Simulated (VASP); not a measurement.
**Te2Pt: single point with PBEsol**

Crystal: Te2Pt.

```
Pt Te
1.0
     4.03818    0.00000    0.00000
    -2.01909    3.49716    0.00000
     0.00000    0.00000    5.31096
Pt Te
1 2
Direct
  0.00000 0.00000 0.00000
  0.33333 0.66667 0.25685
  0.66667 0.33333 0.74315
```

The cell was built by a generator and needn't be a form met in nature.

```yaml
Program: VASP 6.6.1
Task: single point
Functional: PBEsol
Potentials_or_basis: VASP PAW PBE potentials, release 64 (Pt, Te)
Cutoff: 520 eV
k_mesh: 6 × 6 × 4
Occupations: gaussian, width 0.5 eV
Spin: no spin polarisation
Dipole_correction: no
Further_INCAR_settings: ALGO = Fast; EDIFF = 1e-07; NBANDS = 18
```

```
Pressure               : -1.2 GPa
Largest force          : 0.011 eV/Å
Band gap on the k mesh : none (metal or under the smearing width)
```

Forces on the atoms (eV/Å):
```
Pt   0.000  0.000  0.000
Te   0.000  0.000 -0.011
Te   0.000  0.000  0.011
```

Stress tensor (GPa, compression positive):
```
-1.02  0.00  0.00
 0.00 -1.02  0.00
 0.00  0.00 -1.70
```

Levels at points of the mesh, in eV from the Fermi level:
| k point | band 7 | band 8 | band 9 | band 10 | band 11 | band 12 | band 13 | band 14 | band 15 | band 16 |
| --- | --- | --- | --- | --- | --- | --- | --- | --- | --- | --- |
| (0.00, 0.00, 0.00) | -3.65 | -2.59 | -0.39 | -0.39 | 1.14 | 1.14 | 1.47 | 2.81 | 4.18 | 5.96 |
| (0.50, 0.00, 0.00) | -3.40 | -3.33 | -3.27 | -3.23 | -2.79 | 0.21 | 2.53 | 3.84 | 5.25 | 5.55 |
| (0.00, 0.00, 0.50) | -3.67 | -2.27 | -1.38 | -1.02 | -1.02 | 2.26 | 2.26 | 4.13 | 5.15 | 5.15 |
| (0.50, 0.00, 0.50) | -3.35 | -3.30 | -3.13 | -2.28 | -0.73 | 0.57 | 1.41 | 4.10 | 4.26 | 6.12 |

Wall time 34 s on 1 thread of Intel(R) Xeon(R) Platinum 8488C (Sapphire Rapids), on a shared host, peak memory 0.19 GiB.

Caveat: the PAW data sets were made with another functional, which shifts forces and pressure a little. The run has no spin-orbit coupling, so splittings on Pt, Te are missing.
